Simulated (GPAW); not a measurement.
# LiH (Fm-3m) in GPAW: a series of runs

Aim: see how the results for LiH move with the level of theory and the settings. Levels: RPBE, r2SCAN, PBE. Tasks: single point, electron localisation function.

Everything below comes from runs of GPAW 26.7.0. Logs are shortened: lines on timing, memory, paths and dates and some standing lists are left out, and cuts for length are marked. The log counts tension as positive stress, the text compression.

### Step 1. The structure

The structure is cubic, space group Fm-3m (No. 225). Conventional cell: a = 4.074 Å, b = 4.074 Å, c = 4.074 Å, α = 90.00°, β = 90.00°, γ = 90.00°. Li (site symmetry m-3m) is surrounded by 6 H at 2.04 Å. Around H (site symmetry m-3m) lie 6 Li at 2.04 Å.

### Step 2. Single point, RPBE

run.py reads:

```python
from ase import Atoms
from ase.dft.bandgap import bandgap
from ase.io import write
from ase.units import GPa
from gpaw import GPAW, PW

atoms = Atoms(['Li', 'H'],
              cell=[[0.0, 2.03675, 2.03675],
                    [2.03675, 0.0, 2.03675],
                    [2.03675, 2.03675, 0.0]],
              scaled_positions=[[0.0, 0.0, 0.0],
                                [0.5, 0.5, 0.5]],
              pbc=True)

calc = GPAW(mode=PW(800),
            xc='RPBE',
            kpts={'size': (11, 11, 11), 'gamma': True},
            occupations={'name': 'methfessel-paxton', 'order': 0, 'width': 0.1},
            nbands=8,
            convergence={'density': 1e-05, 'energy': 1e-05},
            maxiter=150,
            txt='gpaw.txt')
atoms.calc = calc
energy = atoms.get_potential_energy()
forces = atoms.get_forces()
stress = atoms.get_stress()
calc.write('gs.gpw')
write('result.traj', atoms)
print(f'Energy: {energy:.6f} eV')
print('Forces (eV/A):')
print(forces.round(4))
print('Stress (GPa):', (stress / GPa).round(3))
print('Fermi level:', round(calc.get_fermi_level(), 4), 'eV')
print(f'Gap: {bandgap(calc)[0]:.4f} eV, direct: {bandgap(calc, direct=True)[0]:.4f} eV')
```

Potentials or basis: the program's PAW data sets (release 1.2.1) made for this functional, pw.

Launch:

```
$ OMP_NUM_THREADS=1 python run.py
```

gpaw.txt:

```text
__  _  _
 | _ |_)|_||  |
 |__||  | ||/\| - 26.7.0

Input parameters:
  mode=PW(ecut=800.0),
  convergence={'density': 1e-05, 'energy': 1e-05},
  kpts=MonkhorstPack(size=(11, 11, 11), gamma=True),
  maxiter=150,
  nbands=8,
  occupations=Occupations(name='methfessel-paxton', order=0, width=0.1),
  xc=XC(name='RPBE')

Diagonalizing LCAO Hamiltonian
Converting LCAO to pw mode

              H

       Li

Atoms  # Å, Bohr magnetons
|   | symbol |        x |        y |        z |    initial magnetic moments |
|---|--------|----------|----------|----------|-----------------------------|
| 0 |     Li | 0.000000 | 0.000000 | 0.000000 | ( 0.0000,  0.0000,  0.0000) |
| 1 |      H | 2.036750 | 2.036750 | 2.036750 | ( 0.0000,  0.0000,  0.0000) |

Unit cell  # Å
| periodic |        x |        y |        z |  lengths |    angles |
|----------|----------|----------|----------|----------|-----------|
|      yes | 0.000000 | 2.036750 | 2.036750 | 2.880399 | 60.000000 |
|      yes | 2.036750 | 0.000000 | 2.036750 | 2.880399 | 60.000000 |
|      yes | 2.036750 | 2.036750 | 0.000000 | 2.880399 | 60.000000 |

Number of symmetries: 48
Symmetry operations  # r_c * U_cc + t_c -> r_c
|    | kind |            matrix            |
|----|------|------------------------------|
|  0 |  σ   |  1, 0, 0,  1, 0,-1,  1,-1, 0 |
|  1 |  C2  |  1, 0, 0,  1,-1, 0,  1, 0,-1 |
|  2 |  E   |  1, 0, 0,  0, 1, 0,  0, 0, 1 |
|  3 |  σ   |  1, 0, 0,  0, 0, 1,  0, 1, 0 |
|  4 |  C4  |  1, 0,-1,  1, 0, 0,  1,-1, 0 |
|  5 |  S6  |  1, 0,-1,  1,-1, 0,  1, 0, 0 |
|  6 |  σ   |  1, 0,-1,  0, 1,-1,  0, 0,-1 |
|  7 |  C3  |  1, 0,-1,  0, 0,-1,  0, 1,-1 |
|  8 |  S6  |  1,-1, 0,  1, 0, 0,  1, 0,-1 |
|  9 |  C4  |  1,-1, 0,  1, 0,-1,  1, 0, 0 |
| 10 |  C3  |  1,-1, 0,  0,-1, 1,  0,-1, 0 |
| 11 |  σ   |  1,-1, 0,  0,-1, 0,  0,-1, 1 |
| 12 |  σ   |  0, 1, 0,  1, 0, 0,  0, 0, 1 |
| 13 |  C4  |  0, 1, 0,  0, 1,-1, -1, 1, 0 |
| 14 |  C3  |  0, 1, 0,  0, 0, 1,  1, 0, 0 |
| 15 |  S6  |  0, 1, 0, -1, 1, 0,  0, 1,-1 |
| 16 |  C2  |  0, 1,-1,  1, 0,-1,  0, 0,-1 |
| 17 |  σ   |  0, 1,-1,  0, 1, 0, -1, 1, 0 |
| 18 |  S4  |  0, 1,-1,  0, 0,-1,  1, 0,-1 |
| 19 |  C4  |  0, 1,-1, -1, 1, 0,  0, 1, 0 |
| 20 |  C3  |  0, 0, 1,  1, 0, 0,  0, 1, 0 |
| 21 |  σ   |  0, 0, 1,  0, 1, 0,  1, 0, 0 |
| 22 |  S6  |  0, 0, 1,  0,-1, 1, -1, 0, 1 |
| 23 |  C4  |  0, 0, 1, -1, 0, 1,  0,-1, 1 |
| 24 |  S4  |  0, 0,-1,  1, 0,-1,  0, 1,-1 |
| 25 |  C3  |  0, 0,-1,  0, 1,-1,  1, 0,-1 |
| 26 |  C2  |  0, 0,-1,  0,-1, 0, -1, 0, 0 |
| 27 |  S6  |  0, 0,-1, -1, 0, 0,  0,-1, 0 |
| 28 |  S4  |  0,-1, 1,  1,-1, 0,  0,-1, 0 |
| 29 |  C4  |  0,-1, 1,  0, 0, 1, -1, 0, 1 |
| 30 |  C2  |  0,-1, 1,  0,-1, 0,  1,-1, 0 |
| 31 |  σ   |  0,-1, 1, -1, 0, 1,  0, 0, 1 |
| 32 |  C3  |  0,-1, 0,  1,-1, 0,  0,-1, 1 |
| 33 |  S6  |  0,-1, 0,  0, 0,-1, -1, 0, 0 |
| 34 |  S4  |  0,-1, 0,  0,-1, 1,  1,-1, 0 |
| 35 |  C2  |  0,-1, 0, -1, 0, 0,  0, 0,-1 |
| 36 |  C2  | -1, 1, 0,  0, 1, 0,  0, 1,-1 |
| 37 |  S6  | -1, 1, 0,  0, 1,-1,  0, 1, 0 |
| 38 |  S4  | -1, 1, 0, -1, 0, 1, -1, 0, 0 |
| 39 |  C3  | -1, 1, 0, -1, 0, 0, -1, 0, 1 |
| 40 |  S6  | -1, 0, 1,  0, 0, 1,  0,-1, 1 |
| 41 |  C2  | -1, 0, 1,  0,-1, 1,  0, 0, 1 |
| 42 |  C3  | -1, 0, 1, -1, 1, 0, -1, 0, 0 |
| 43 |  S4  | -1, 0, 1, -1, 0, 0, -1, 1, 0 |
| 44 |  C2  | -1, 0, 0,  0, 0,-1,  0,-1, 0 |
| 45 |  i   | -1, 0, 0,  0,-1, 0,  0, 0,-1 |
| 46 |  σ   | -1, 0, 0, -1, 1, 0, -1, 0, 1 |
| 47 |  C2  | -1, 0, 0, -1, 0, 1, -1, 1, 0 |

BZ-sampling:
  Number of BZ points: 1331
  Number of IBZ points: 56

  Monkhorst-Pack size: [11, 11, 11]
  Monkhorst-Pack shift: [0, 0, 0]

K-points  # in reciprocal-cell coordinates
|     |                                coordinates |     weight |
|-----|--------------------------------------------|------------|
|   0 | (  0.00000000,   0.00000000,   0.00000000) | 0.00075131 |
|   1 | (  0.09090909,   0.09090909,   0.00000000) | 0.00450789 |
|   2 | (  0.09090909,   0.09090909,   0.09090909) | 0.00601052 |
|   3 | (  0.18181818,   0.09090909,   0.09090909) | 0.00901578 |
|   4 | (  0.18181818,   0.18181818,   0.00000000) | 0.00450789 |
|   5 | (  0.18181818,   0.18181818,   0.09090909) | 0.01803156 |
|   6 | (  0.18181818,   0.18181818,   0.18181818) | 0.00601052 |
|   7 | (  0.27272727,   0.18181818,   0.09090909) | 0.01803156 |
|   8 | (  0.27272727,   0.18181818,   0.18181818) | 0.01803156 |
|   9 | (  0.27272727,   0.27272727,   0.00000000) | 0.00450789 |
| ... |                                            |            |
|  55 | (  0.45454545,   0.45454545,   0.45454545) | 0.00601052 |

Plane wave coefficients: 893
Cutoff: 800.0 eV

Spin-components: 1 (collinear spins)
Bands:           8
Projectors:      6
Spin-degeneracy: 2
Datatype:        complex128

Parallelization:
  kpt:    1
  domain: 1
  band:   1

Density:
  Valence electrons: 2.0
  Components: 1
  Grid points: [20 20 20]
  Charge: 0.0  # |e|

Potential:
  Grid points: [20 20 20]

species:
  Li:
    name:    Lithium
    Z:       3.0
    valence: 1
    core:    2
    charge:  0.0  # [|e|]
    compensation charges:
      type: gauss
      rc: 0.33  # [Å]
      lmax: 2
    cutoffs:
      filter: 1.91  # [Å]
      core: 2.55  # [Å]
    projectors
    | kind |    occ | energy [eV] | rcut [Å] |
    |------|--------|-------------|----------|
    |   2s |  1.000 |      -2.901 |    1.058 |
    |   2p |  0.000 |      -1.114 |    1.058 |
    |    s |        |      24.311 |    1.058 |

    Using partial waves for Li as LCAO basis

  H:
    name:    Hydrogen
    Z:       1.0
    valence: 1
    core:    0
    charge:  0.0  # [|e|]
    compensation charges:
      type: gauss
      rc: 0.15  # [Å]
      lmax: 2
    cutoffs:
      filter: 0.85  # [Å]
      core: 0.53  # [Å]
    projectors
    | kind |    occ | energy [eV] | rcut [Å] |
    |------|--------|-------------|----------|
    |   1s |  1.000 |      -6.572 |    0.476 |
    |    s |        |      20.639 |    0.476 |
    |    p |        |       0.000 |    0.476 |

    Using partial waves for H as LCAO basis

Reference energy: -216.318464  # eV

eigensolver:
  PPCG
  Converge bands: occupied
  niter=2

density mixing:
  MSR1-Mixer
  Pratt-step length: 0.05
  Maximum mixing coefficient: 0.75
  Old densities: 10
  SVD Regularization: 0.005
  Good broyden scale: 1.0
  Trust region scale: 1.0
  Backstep threshold: 4.0
  History deletion threshold: 6.0
  Fourier metric: weight=20.0, sigma=0.015

occupation numbers:
  Methfessel-Paxton:
    width: 0.1000  # eV
    order: 0

poisson solver:
  ecut: 6400.0  # eV

xc functional:
  name: RPBE with 2 nearest neighbor stencil

convergence criteria:
- Maximum integral of absolute [dens]ity change: 1e-05 electrons / valence electron
- Maximum [total energy] change in last 3 cyles: 1e-05 eV / valence electron
- Maximum integral of absolute [eigenst]ate change: 4e-08 eV^2 / valence electron
maximum number of iterations: 150

SCF iterations
|iter     | |      energy | eigst |  dens |
|---------|-|-------------|-------|-------|
|iter:   1| |   -6.065393 | -0.38 |       |
|iter:   2| |   -6.038547 | -3.37 | -0.56 |
|iter:   3| |   -5.867939 | -2.38 | -0.59 |
|iter:   4| |   -5.864133 | -3.25 | -1.24 |
|iter:   5| |   -5.864602 | -4.10 | -1.92 |
|iter:   6| |   -5.864635 | -5.53 | -2.60 |
|iter:   7| |   -5.864633 | -6.75 | -3.89 |
|iter:   8| |   -5.864633c| -6.96 | -4.21 |
|iter:   9| |   -5.864633c| -7.91c| -5.00 |
|iter:  10| |   -5.864633c| -8.32c| -5.53c|

Converged in 10 steps
Energy contributions relative to reference atoms: (reference = -216.318464)

Energy contributions:
  Kinetic:           5.315948
  Coulomb:          -5.593071
  Zero:             -0.007316
  External:          0.000000
  Xc:               -5.580194
  Entropy:          -0.000000
  Spinorbit:         0.000000
  ----------------------------
  Free energy:      -5.864633
  Extrapolated:     -5.864633

dipole moment: (-2.335959, -2.335959, -2.335959)  # |e|*Ang

Fermi level: 0.607
Eigenvalues  # (at kpt = [0.000, 0.000, 0.000])
| band index |      eig [eV] | occ [0-2] |
|------------|---------------|-----------|
|          0 |        -5.541 |     2.000 |
|          1 |        15.166 |     0.000 |
|          2 |        17.448 |     0.000 |
|          3 |        17.448 |     0.000 |
|          4 |        17.448 |     0.000 |
|          5 |        21.999 |     0.000 |
|          6 |        21.999 |     0.000 |
|          7 |        21.999 |     0.000 |

Gap: 3.355 eV
Transition (v -> c):
  (s=0, k=49, n=0, [0.45, 0.45, -0.09]) -> (s=0, k=49, n=1, [0.45, 0.45, -0.09])
No difference between direct/indirect transitions

Forces  # eV/Ang
|       x |        y |        z |
|---------|----------|----------|
| 0.00000 |  0.00000 |  0.00000 |  # Li   0
| 0.00000 | -0.00000 | -0.00000 |  # H    1

Stress tensor  # eV/Ang^3
|         x |         y |         z |
|-----------|-----------|-----------|
| -0.001406 |  0.000000 |  0.000000 |
|  0.000000 | -0.001406 | -0.000000 |
|  0.000000 | -0.000000 | -0.001406 |

# Writing to gs.gpw (mode='')
```

Wall time 8.8 s (1 thread of Arm Neoverse V1, shared host); peak memory 0.13 GiB.

Results:

```
Free energy            : -5.8646 eV
Pressure               : 0.2 GPa
Band gap on the k mesh : 3.35 eV, direct
```

Caveat: an odd mesh through Γ misses points on the zone boundary, where band edges often lie.

### Step 3. Electron localisation function, r2SCAN

run.py reads:

```python
from ase.dft.bandgap import bandgap
from ase.io import read, write
from ase.units import Bohr, GPa
from gpaw import GPAW, PW
from gpaw.elf import elf_from_dft_calculation

atoms = read('LiH.xyz')

calc = GPAW(mode=PW(800),
            xc='MGGA_X_R2SCAN+MGGA_C_R2SCAN',
            kpts={'size': (11, 11, 11), 'gamma': True},
            occupations={'name': 'fermi-dirac', 'width': 0.02},
            nbands=8,
            convergence={'density': 1e-05, 'energy': 1e-05},
            maxiter=150,
            txt='gpaw.txt')
atoms.calc = calc
energy = atoms.get_potential_energy()
forces = atoms.get_forces()
stress = atoms.get_stress()
calc.write('gs.gpw')
write('result.traj', atoms)
print(f'Energy: {energy:.6f} eV')
print('Forces (eV/A):')
print(forces.round(4))
print('Stress (GPa):', (stress / GPa).round(3))
print('Fermi level:', round(calc.get_fermi_level(), 4), 'eV')
print(f'Gap: {bandgap(calc)[0]:.4f} eV, direct: {bandgap(calc, direct=True)[0]:.4f} eV')

# fields on the real-space grid
write('density.cube', atoms, data=calc.get_pseudo_density() * Bohr**3)
write('potential.cube', atoms, data=calc.get_electrostatic_potential())
write('elf.cube', atoms, data=elf_from_dft_calculation(calc).data)
```

LiH.xyz reads:

```xyz
2
Lattice="0.0000000000 2.0367500000 2.0367500000 2.0367500000 0.0000000000 2.0367500000 2.0367500000 2.0367500000 0.0000000000" Properties=species:S:1:pos:R:3 pbc="T T T"
Li     0.0000000000      0.0000000000      0.0000000000
H      2.0367500000      2.0367500000      2.0367500000
```

Potentials or basis: GPAW PAW data sets (gpaw-data 1.2.1), pw.

Launch:

```
$ OMP_NUM_THREADS=1 python run.py
```

Wall time 19 s (1 thread of Arm Neoverse V1, shared host); peak memory 0.14 GiB.

The run converged. Its results:

```yaml
Free_energy: -6.7028 eV
Pressure: -0.9 GPa
Band_gap_on_the_k_mesh: 3.85 eV, direct
```

Levels at points of the mesh, in eV from the valence-band top:
```
           k point  band 1  band 2  band 3  band 4
(0.00, 0.00, 0.00)   -5.32   16.87   18.74   18.74
```

Caveat: the PAW data sets were made with another functional, which shifts forces and pressure a little; an odd mesh through Γ misses points on the zone boundary, where band edges often lie.

### Step 4. Single point, PBE

run.py reads:

```python
from ase.dft.bandgap import bandgap
from ase.io import read, write
from ase.units import GPa
from gpaw import GPAW, PW

atoms = read('POSCAR')

calc = GPAW(mode=PW(800),
            xc='PBE',
            kpts={'size': (11, 11, 11), 'gamma': True},
            occupations={'name': 'methfessel-paxton', 'order': 0, 'width': 0.02},
            nbands=8,
            convergence={'density': 1e-05, 'energy': 1e-05},
            maxiter=150,
            txt='gpaw.txt')
atoms.calc = calc
energy = atoms.get_potential_energy()
forces = atoms.get_forces()
stress = atoms.get_stress()
calc.write('gs.gpw')
write('result.traj', atoms)
print(f'Energy: {energy:.6f} eV')
print('Forces (eV/A):')
print(forces.round(4))
print('Stress (GPa):', (stress / GPa).round(3))
print('Fermi level:', round(calc.get_fermi_level(), 4), 'eV')
print(f'Gap: {bandgap(calc)[0]:.4f} eV, direct: {bandgap(calc, direct=True)[0]:.4f} eV')
```

POSCAR reads:

```
LiH
1.0
    0.0000000000      2.0367500000      2.0367500000
    2.0367500000      0.0000000000      2.0367500000
    2.0367500000      2.0367500000      0.0000000000
Li H
1 1
Direct
    0.0000000000      0.0000000000      0.0000000000
    0.5000000000      0.5000000000      0.5000000000
```

Launch:

```
$ OMP_NUM_THREADS=1 python run.py
```

It took 7.3 s on 1 thread of Arm Neoverse V1, shared host; peak memory 0.13 GiB.

It converged, with:

- Free energy: -6.1046 eV
- Pressure: -1.2 GPa
- Band gap on the k mesh: 3.19 eV, direct

Levels at points of the mesh, in eV from the valence-band top:
```csv
k point,band 1,band 2,band 3,band 4
"(0.00, 0.00, 0.00)",-5.24,15.49,17.55,17.55
```

Caveat: an odd mesh through Γ misses points on the zone boundary, where band edges often lie.

### Step 5. The runs side by side

| task | level | potentials or basis | smearing | gap on the mesh (eV) | pressure (GPa) |
| --- | --- | --- | --- | --- | --- |
| single point | RPBE | the program's PAW data sets (release 1.2.1) made for this functional, pw | gaussian 0.1 eV | 3.35 | 0.2 |
| electron localisation function | r2SCAN | GPAW PAW data sets (gpaw-data 1.2.1), pw | fermi-dirac 0.02 eV | 3.85 | -0.9 |
| single point | PBE | GPAW PAW data sets (gpaw-data 1.2.1), pw | gaussian 0.02 eV | 3.19 | -1.2 |

Alike in all rows: no spin polarisation; cell as given; k mesh 11 × 11 × 11; cutoff (eV) 800.

Caveats: an odd mesh through Γ misses points on the zone boundary, where band edges often lie; the PAW data sets were made with another functional, which shifts forces and pressure a little (some runs).

Absolute energies hang on the potentials; compare differences alone.
